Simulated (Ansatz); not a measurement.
# In2O3 (R-3c) in Ansatz: further runs, part 2 of 2

Ansatz 0.2.0. The steps go on from the part before.

### Step 3. Relaxation of cell and atoms, PBEsol+D3(BJ)

The input, input.yaml:

```yaml
crystal:
  lattice:
    - [2.7435, 1.5839604635, 4.8366666667]
    - [-2.7435, 1.5839604635, 4.8366666667]
    - [0.0, -3.167920927, 4.8366666667]
  atoms:
    - { symbol: In, position: [0.85731, 0.85731, 0.85731] }
    - { symbol: In, position: [0.64269, 0.64269, 0.64269] }
    - { symbol: In, position: [0.14269, 0.14269, 0.14269] }
    - { symbol: In, position: [0.35731, 0.35731, 0.35731] }
    - { symbol: O, position: [0.048, 0.75, 0.452] }
    - { symbol: O, position: [0.75, 0.452, 0.048] }
    - { symbol: O, position: [0.452, 0.048, 0.75] }
    - { symbol: O, position: [0.952, 0.25, 0.548] }
    - { symbol: O, position: [0.25, 0.548, 0.952] }
    - { symbol: O, position: [0.548, 0.952, 0.25] }
hamiltonian:
  xc: pbesol
  pseudopotentials: { kind: paw }
  dispersion: d3bj
kpoints:
  mp_grid: { grid: [6, 6, 6] }
scf:
  occupations: { method: fermi_dirac, width: 0.05 }
output:
  forces: true
  stress: true
  eigenvalues: true
relax:
  f_tol: 0.01
  max_steps: 40
  cell: { stress_tol: 0.05 }
```

Potentials or basis: Ansatz PAW.

Launch:

```
$ ansatz run input.yaml --threads 4 --pin off --max-ram 11264MiB --backend cpu --events-out ev --progress --plain --runs-dir out
```

What it wrote:

```text
Warning: RAYON_NUM_THREADS=4 ignored (pool sized by the plan → 4); use --threads N
Engine: ansatz 0.2.0, aarch64-unknown-linux-gnu
Pseudopotentials: kind: paw
Pseudopotential: In, paw, valence charge 13, recommended cutoff 420 eV (normal), In.paw.azcp
Pseudopotential: O, paw, valence charge 6, recommended cutoff 420 eV (normal), O.paw.azcp
Functional definition: PBEsol
  exchange = pbesol_x
  correlation = pbesol_c
Crystal: 10 atoms, lattice volume = 126.109 Å³
Basis set: ecut = 420 eV, 2453 PW (Γ), exchange–correlation on 80×80×80 points (8 copies of the dense FFT grid, shifted against one another)
Bands: 54, of which v1, the nominal top of the filled ones, is band 44 counted from 1 (43 counted from 0)
Symmetry: 12 space group operations
Space group: R-3c (ITA 167), of the structure as read, at distance tolerance 5.0e-5 Å
k-points: 32 of 216
Non-local potential: In, projectors of the file, l = 0: 2, l = 1: 2, l = 2: 2, l = 3: 2
Non-local potential: O, projectors of the file, l = 0: 2, l = 1: 2, l = 2: 1
PAW form: soft (Blöchl's): semilocal exchange-correlation on the pseudo side does not see the compensation charge
PAW frozen core: In, regenerated for the run's functional, and the local potential with it (the file was generated under x = pbe(κ = 0.804, μ = 0.2195149727645171), c = pbe(β = 0.06672455060314922))
[... 115 lines left out ...]
  max |Σ_I F_I| component: 1.50e-17 eV/Å
--- Stress (GPa, compression-positive) ---
        0.001599      -0.000000      -0.000000
        0.000000       0.001599       0.000000
       -0.000000       0.000000      -0.012675
  P = ⅓ Tr σ = -0.0032 GPa (-0.032 kbar)
--- Band table (eV; the first three rows and the last of 32) ---
  k-point 0: bands = ["-8.7099", "-7.7706", "-7.7706", "-7.5541", "-7.5541", "-7.4577", "-3.3413", "-3.3413", "-3.1778", "-3.1731", "-3.1731", "-3.0422", "-3.0142", "-3.0142", "-2.9669", "-2.9669", "-2.9097", "-2.9097", "-2.7835", "-2.7835", "-2.7824", "-2.7751", "-2.4785", "-2.4785", "-1.7490", "-1.7490", "3.1972", "3.5095", "4.7960", "4.7960", "5.5360", "5.8868", "6.2013", "6.2013", "6.3566", "8.1485", "8.1485", "8.4326", "8.5391", "8.5391", "8.6604", "8.6604", "8.8877", "8.8877", "10.1456", "14.3509", "15.1870", "16.1139", "18.1442", "18.1442", "18.2707", "18.3639", "18.7131", "18.7131"]
  k-point 1: bands = ["-8.6299", "-7.7617", "-7.7550", "-7.6262", "-7.5708", "-7.4849", "-3.3242", "-3.3093", "-3.2024", "-3.1841", "-3.1520", "-3.0580", "-3.0011", "-2.9962", "-2.9877", "-2.9713", "-2.9224", "-2.9086", "-2.8106", "-2.7833", "-2.7815", "-2.6941", "-2.5056", "-2.4604", "-1.8699", "-1.7875", "3.3155", "3.5066", "4.4762", "5.1723", "5.3339", "6.0155", "6.3629", "6.6178", "6.8138", "7.3595", "8.0056", "8.0537", "8.4245", "8.4345", "8.6648", "8.7239", "8.7300", "8.8733", "11.0387", "14.6768", "15.0462", "15.8357", "17.1344", "17.6162", "18.4623", "18.5376", "19.2754", "19.2985"]
  k-point 2: bands = ["-8.4122", "-7.8335", "-7.7279", "-7.7089", "-7.6159", "-7.5520", "-3.3000", "-3.2568", "-3.2012", "-3.1778", "-3.1271", "-3.0790", "-3.0417", "-3.0195", "-2.9787", "-2.9686", "-2.9178", "-2.8936", "-2.8517", "-2.7859", "-2.7759", "-2.6219", "-2.4693", "-2.4114", "-2.1052", "-1.9256", "3.5539", "3.7825", "4.0382", "5.2331", "5.7481", "6.1948", "6.3486", "6.8253", "7.2090", "7.3428", "7.6185", "7.6986", "8.2484", "8.2916", "8.3193", "8.3972", "8.7921", "8.9331", "12.4716", "14.8041", "14.9159", "15.1501", "16.6869", "17.2464", "18.2064", "18.8051", "19.0058", "19.1706"]
  k-point 31: bands = ["-8.1244", "-8.1244", "-7.6647", "-7.6647", "-7.6647", "-7.6647", "-3.2321", "-3.2321", "-3.2163", "-3.2163", "-3.2163", "-3.2163", "-3.0368", "-3.0368", "-3.0368", "-3.0368", "-2.8023", "-2.8023", "-2.8023", "-2.8023", "-2.6782", "-2.6782", "-2.2054", "-2.2054", "-2.2054", "-2.2054", "3.8188", "3.8188", "5.2655", "5.2655", "5.9431", "5.9431", "5.9431", "5.9431", "6.8710", "6.8710", "7.8045", "7.8045", "7.8045", "7.8045", "8.7324", "8.7324", "8.7324", "8.7324", "13.2985", "13.2985", "16.1084", "16.1084", "17.1084", "17.1084", "18.6131", "18.6131", "18.6131", "18.6131"]
--- Relaxed structure (5 steps of the walk, 5 accepted, 2 SCFs on fresh bases) ---
  F+E_penalty+E_count = -25469.64597192 eV   max|allowed force component| = 2.418e-3 eV/Å   (the final SCF, on the basis selected at the relaxed cell)
  cell:  # Å, volume = 125.4582 Å³
    - [2.745362279388593, 1.5850356510280486, 4.805172060780913]
    - [-2.745362279388593, 1.5850356510280486, 4.805172060780913]
    - [-2.0880698193800472e-18, -3.170071302056097, 4.805172060780913]
  atoms:
    - { symbol: In, position: [0.8578773358863842, 0.8578773358863842, 0.8578773358863842] }
    - { symbol: In, position: [0.642122664113616, 0.642122664113616, 0.642122664113616] }
    - { symbol: In, position: [0.1421226641136159, 0.1421226641136159, 0.1421226641136159] }
    - { symbol: In, position: [0.35787733588638426, 0.35787733588638426, 0.35787733588638426] }
    - { symbol: O, position: [0.04562290175388212, 0.75, 0.45437709824611805] }
    - { symbol: O, position: [0.75, 0.4543770982461181, 0.04562290175388195] }
    - { symbol: O, position: [0.45437709824611805, 0.04562290175388206, 0.7500000000000001] }
    - { symbol: O, position: [0.9543770982461179, 0.25000000000000006, 0.5456229017538821] }
    - { symbol: O, position: [0.25, 0.5456229017538821, 0.9543770982461182] }
    - { symbol: O, position: [0.5456229017538821, 0.954377098246118, 0.25] }
```

It took 27 s on 4 threads of Arm Neoverse V1, shared host; peak memory 0.59 GiB.

Results:

```yaml
Free_energy: -25469.6460 eV
Relaxed_volume: 12.55 Å³/atom
Relaxed_cell: a = 5.757 Å, b = 5.757 Å, c = 5.757 Å, α = 56.97°, β = 56.97°, γ = 56.97°
Space_group_after_relaxing_to_0.05_Å: R-3c (No. 167)
Energy_gained_by_relaxing: 0.9 meV/atom
Ionic_steps: 7
Pressure_after_relaxing: 0.0 GPa
Band_gap_on_the_k_mesh: 1.21 eV, indirect (least direct gap 1.26 eV)
```

Forces in eV/Å, atoms in the order of the input:
```
In   0.000  0.000 -0.002
In   0.000  0.000  0.002
In   0.000  0.000  0.002
In   0.000  0.000 -0.002
O   -0.001 -0.001  0.000
O   -0.001  0.001  0.000
O    0.001  0.000  0.000
O    0.001  0.001  0.000
O    0.001 -0.001  0.000
O   -0.001  0.000  0.000
```

Step by step:
| step | energy change (eV) | largest force (eV/Å) | volume (Å³) |
| --- | --- | --- | --- |
| 1 | 0.0000 | 0.1579 | 126.11 |
| 2 | -0.0113 | 0.0458 | 125.35 |
| 3 | -0.0114 | 0.0127 | 125.43 |
| 4 | -0.0112 | 0.0080 | 125.49 |
| 5 | -0.0087 | 0.0078 | 125.49 |
| 6 | -0.0089 | 0.0024 | 125.46 |
| 7 | -0.0087 | 0.0024 | 125.46 |

Final structure:
```
In O
1.0
     2.74536    1.58504    4.80517
    -2.74536    1.58504    4.80517
     0.00000   -3.17007    4.80517
In O
4 6
Direct
  0.85788 0.85788 0.85788
  0.64212 0.64212 0.64212
  0.14212 0.14212 0.14212
  0.35788 0.35788 0.35788
  0.04562 0.75000 0.45438
  0.75000 0.45438 0.04562
  0.45438 0.04562 0.75000
  0.95438 0.25000 0.54562
  0.25000 0.54562 0.95438
  0.54562 0.95438 0.25000
```

Caveat: the plane-wave basis is chosen anew once the cell has moved, so the energies of steps on either side of that aren't comparable; the pressure holds a Pulay correction of +0.7 GPa for the finite cutoff; spin-orbit coupling is left out, which moves the levels of the heavy elements; the PAW data sets come from PBE, with cores solved anew for the run's functional, which leaves a small shift of forces and pressure.

### Step 4. Single point, PBE

Edit input.yaml of step 3 so:

```diff
@@ -17,5 +17,4 @@
 hamiltonian:
-  xc: pbesol
+  xc: pbe
   pseudopotentials: { kind: paw }
-  dispersion: d3bj
 kpoints:
@@ -24,2 +23,4 @@
   occupations: { method: fermi_dirac, width: 0.05 }
+basis:
+  ecutwfc: "250 eV"
 output:
@@ -28,5 +29 @@
   eigenvalues: true
-relax:
-  f_tol: 0.01
-  max_steps: 40
-  cell: { stress_tol: 0.05 }
```

Potentials or basis: Ansatz PAW.

Launch:

```
$ ansatz run input.yaml --threads 4 --pin off --max-ram 11264MiB --backend cpu --events-out ev --progress --plain --runs-dir out
```

What it wrote:

```text
Warning: basis.ecutwfc = 250 eV is below the records' recommended 420 eV, and the density's cutoff is lower with it unless basis.ecutrho_ratio is high enough to keep the records' density cutoff: compare with a run at a higher cutoff
Warning: RAYON_NUM_THREADS=4 ignored (pool sized by the plan → 4); use --threads N
[... 4 set-up lines as earlier in the session ...]
Functional definition: PBE
  parameter kappa = 0.804
  parameter beta = 0.06672455060314922
  exchange = pbe_x(kappa = kappa, mu = beta*pi^2/3)
  correlation = pbe_c(beta = beta)
Crystal: 10 atoms, lattice volume = 126.109 Å³
Basis set: ecut = 250 eV, 1141 PW (Γ), exchange–correlation on 60×60×60 points (8 copies of the dense FFT grid, shifted against one another)
Bands: 54, of which v1, the nominal top of the filled ones, is band 44 counted from 1 (43 counted from 0)
[... 2 set-up lines as earlier in the session ...]
k-points: 32 of 216
[... 7 set-up lines as earlier in the session ...]
[... 20 lines left out ...]
  E_band       = 29.433268
  E_kinetic    = 2109.901034
  E_local      = -5833.726126  (includes V_loc(G=0)·N_el)
  E_nonlocal   = 1702.628315
  E_hartree    = 2236.396452
  E_xc         = -1318.286047
  E_vxc        = -981.454275  (∫ρ·V_xc dr)
  E_paw        = -17568.000439  (= ΣΔE_a)
  E_vpaw       = -1440.784652  (= ΣTr[D̂ρ^β])
  E_aug_tail   = 0.079567  (compensation charges beyond the density's cutoff)
  E_ewald      = -7111.109369
  E_smearing   = -0.000001  (= −TS)
  E_closure    = -0.000000  (closes the sum)
  Σ components = -25782.116614   (vs F -25782.116614, Δ=0.00e0)
--- Forces (eV/Å), atoms counted from 1 ---
  atom   1  In    -0.00000000    -0.00000000    -0.11915959
  atom   2  In    -0.00000000    -0.00000000     0.11915959
  atom   3  In     0.00000000    -0.00000000     0.11915959
  atom   4  In     0.00000000     0.00000000    -0.11915959
  atom   5  O     -0.23052884    -0.39928766     0.00000000
  atom   6  O     -0.23052884     0.39928766     0.00000000
  atom   7  O      0.46105768     0.00000000     0.00000000
  atom   8  O      0.23052884     0.39928766    -0.00000000
  atom   9  O      0.23052884    -0.39928766    -0.00000000
  atom  10  O     -0.46105768     0.00000000    -0.00000000
  max |Σ_I F_I| component: 1.11e-16 eV/Å
--- Stress (GPa, compression-positive) ---
        6.879447       0.000000       0.000000
        0.000000       6.879447       0.000000
        0.000000      -0.000000       4.032380
  P = ⅓ Tr σ = 5.9304 GPa (59.304 kbar)
--- Band table (eV; the first three rows and the last of 32) ---
  k-point 0: bands = ["-8.9147", "-8.0641", "-8.0641", "-7.8519", "-7.8519", "-7.7582", "-3.4867", "-3.4867", "-3.3919", "-3.3919", "-3.3004", "-3.2390", "-3.2390", "-3.2364", "-3.1419", "-3.1419", "-3.1294", "-3.1294", "-3.0388", "-3.0388", "-3.0235", "-3.0164", "-2.7098", "-2.7098", "-2.0443", "-2.0443", "3.3479", "3.7317", "4.9646", "4.9646", "5.7662", "5.9685", "6.3400", "6.3400", "6.5181", "8.1647", "8.1647", "8.5344", "8.6388", "8.6388", "8.7384", "8.7384", "8.9020", "8.9020", "10.1380", "14.6037", "15.3163", "16.3925", "18.2204", "18.2346", "18.2346", "18.6141"]
  k-point 1: bands = ["-8.8392", "-8.0522", "-8.0444", "-7.9127", "-7.8664", "-7.7870", "-3.5030", "-3.4698", "-3.3829", "-3.3787", "-3.3376", "-3.2633", "-3.2021", "-3.1969", "-3.1813", "-3.1674", "-3.1329", "-3.1222", "-3.0408", "-3.0229", "-3.0110", "-2.9314", "-2.7220", "-2.6861", "-2.1414", "-2.0670", "3.4584", "3.7281", "4.6382", "5.3234", "5.5406", "6.1706", "6.4721", "6.7619", "6.9518", "7.4365", "8.0815", "8.1796", "8.4830", "8.5019", "8.7369", "8.7680", "8.8152", "8.9648", "11.0691", "14.9402", "15.1656", "16.1069", "17.1754", "17.8586", "18.6216", "18.7037"]
  k-point 2: bands = ["-8.6364", "-8.1011", "-8.0176", "-8.0052", "-7.9119", "-7.8538", "-3.4744", "-3.4343", "-3.3649", "-3.3635", "-3.3155", "-3.2821", "-3.2438", "-3.2180", "-3.1879", "-3.1804", "-3.1341", "-3.1202", "-3.0781", "-3.0145", "-3.0085", "-2.8545", "-2.7207", "-2.6673", "-2.3595", "-2.1941", "3.7277", "3.9390", "4.2017", "5.3573", "5.9001", "6.2915", "6.4665", "6.9495", "7.3000", "7.4891", "7.7412", "7.7892", "8.2860", "8.3362", "8.3814", "8.4714", "8.8992", "8.9968", "12.5098", "14.9112", "15.0663", "15.3720", "16.8561", "17.4654", "18.3792", "19.1004"]
  k-point 31: bands = ["-8.3661", "-8.3661", "-7.9529", "-7.9529", "-7.9529", "-7.9529", "-3.3805", "-3.3805", "-3.3664", "-3.3664", "-3.3664", "-3.3664", "-3.2228", "-3.2228", "-3.2228", "-3.2228", "-2.9948", "-2.9948", "-2.9948", "-2.9948", "-2.8974", "-2.8974", "-2.4368", "-2.4368", "-2.4368", "-2.4368", "4.0286", "4.0286", "5.4217", "5.4217", "6.1010", "6.1010", "6.1010", "6.1010", "7.0717", "7.0717", "7.9467", "7.9467", "7.9467", "7.9467", "8.8540", "8.8540", "8.8540", "8.8540", "13.4088", "13.4088", "16.2645", "16.2645", "17.3928", "17.3928", "18.8749", "18.8749"]
```

Wall time 1.8 s (4 threads of Arm Neoverse V1, shared host); peak memory 0.42 GiB.

Results:

```yaml
Free_energy: -25782.1166 eV
Pressure: 5.9 GPa
Largest_force: 0.461 eV/Å
Band_gap_on_the_k_mesh: 1.14 eV, indirect (least direct gap 1.24 eV)
```

Forces on the atoms (eV/Å):
```
In   0.000  0.000 -0.119
In   0.000  0.000  0.119
In   0.000  0.000  0.119
In   0.000  0.000 -0.119
O   -0.231 -0.399  0.000
O   -0.231  0.399  0.000
O    0.461  0.000  0.000
O    0.231  0.399  0.000
O    0.231 -0.399  0.000
O   -0.461  0.000  0.000
```

Stress tensor (GPa, compression positive):
```
6.88 0.00 0.00
0.00 6.88 0.00
0.00 0.00 4.03
```

Caveat: the pressure holds a Pulay correction of +93.7 GPa for the finite cutoff; spin-orbit coupling is left out, which moves the levels of the heavy elements; the cutoff lies under the one recommended for these potentials. Expect the measured gap to be larger: semilocal functionals such as PBE lack the derivative discontinuity.

### Step 5. Single point, PBE

Edit input.yaml of step 4 so:

```diff
@@ -20,7 +20,5 @@
 kpoints:
-  mp_grid: { grid: [6, 6, 6] }
+  mp_grid: { grid: [4, 4, 4] }
 scf:
   occupations: { method: fermi_dirac, width: 0.05 }
-basis:
-  ecutwfc: "250 eV"
 output:
```

Launch:

```
$ ansatz run input.yaml --threads 4 --pin off --max-ram 11264MiB --backend cpu --events-out ev --progress --plain --runs-dir out
```

Wall time 1.6 s (4 threads of Arm Neoverse V1, shared host); peak memory 0.5 GiB.

Results (log left out):

```
Free energy            : -25796.2942 eV
Pressure               : 8.4 GPa
Largest force          : 0.126 eV/Å
Band gap on the k mesh : 1.31 eV, indirect (least direct gap 1.34 eV)
```

Forces on the atoms (eV/Å):
```
In   0.000  0.000  0.019
In   0.000  0.000 -0.019
In   0.000  0.000 -0.019
In   0.000  0.000  0.019
O   -0.063 -0.109  0.000
O   -0.063  0.109  0.000
O    0.126  0.000  0.000
O    0.063  0.109  0.000
O    0.063 -0.109  0.000
O   -0.126  0.000  0.000
```

Stress tensor (GPa, compression positive):
```
8.90 0.00 0.00
0.00 8.90 0.00
0.00 0.00 7.49
```

Levels at points of the mesh, in eV from the valence-band top:
```csv
k point,band 42,band 43,band 44,band 45,band 46,band 47
"(0.00, 0.00, 0.00)",-0.26,-0.03,-0.03,1.31,5.62,6.32
"(0.00, 0.00, -0.50)",-0.75,-0.06,-0.06,5.00,5.00,5.95
"(0.00, -0.50, -0.50)",-0.33,-0.08,-0.03,5.24,5.56,6.52
"(-0.50, -0.50, -0.50)",-0.18,-0.18,-0.18,4.45,4.45,7.23
```

Caveat: the pressure holds a Pulay correction of +0.7 GPa for the finite cutoff; spin-orbit coupling is left out, which moves the levels of the heavy elements.

### Step 6. The runs side by side

| task | level | cell | k mesh | cutoff (eV) | gap on the mesh (eV) | pressure (GPa) | relaxed volume (Å³/atom) | largest force (eV/Å) |
| --- | --- | --- | --- | --- | --- | --- | --- | --- |
| relaxation of cell and atoms | LDA | relaxed | 6 × 6 × 6 | 420 | 1.29 | 0.0 | 12.38 | - |
| relaxation of cell and atoms | PBEsol+D3(BJ) | relaxed | 6 × 6 × 6 | 420 | 1.21 | 0.0 | 12.55 | - |
| single point | PBE | as given | 6 × 6 × 6 | 250 | 1.14 | 5.9 | - | 0.46 |
| single point | PBE | as given | 4 × 4 × 4 | 420 | 1.31 | 8.4 | - | 0.13 |

Alike in all rows: potentials or basis Ansatz PAW; no spin polarisation; smearing fermi-dirac 0.05 eV.

Caveats: spin-orbit coupling is left out, which moves the levels of the heavy elements; the plane-wave basis is chosen anew once the cell has moved, so the energies of steps on either side of that aren't comparable (some runs); the PAW data sets come from PBE, with cores solved anew for the run's functional, which leaves a small shift of forces and pressure (some runs); the pressure holds a Pulay correction of +93.7 GPa for the finite cutoff (some runs); the cutoff lies under the one recommended for these potentials (some runs).

Total energies depend on the potentials used, so only differences within one code and one set of settings carry meaning.

### Step 7. Against experiment

Step 5. Against the measured gap of In2O3, 3.08 eV (optical; powder; “Fabrication and performance enhancement of an In2O3/BiVO4 heterojunction for N-butanol gas sensing applications”, 2024, pmc:11650617), the calculated 1.31 eV is off by -1.77 eV. So large a miss can be the level of theory's own, or it may mean another phase, state or a wrong row. Spin-orbit coupling on In is left out. The value is that of PBE on a finite k mesh, which can miss the band edges, without temperature or zero-point motion. Semilocal functionals fall short of measured gaps as a rule.
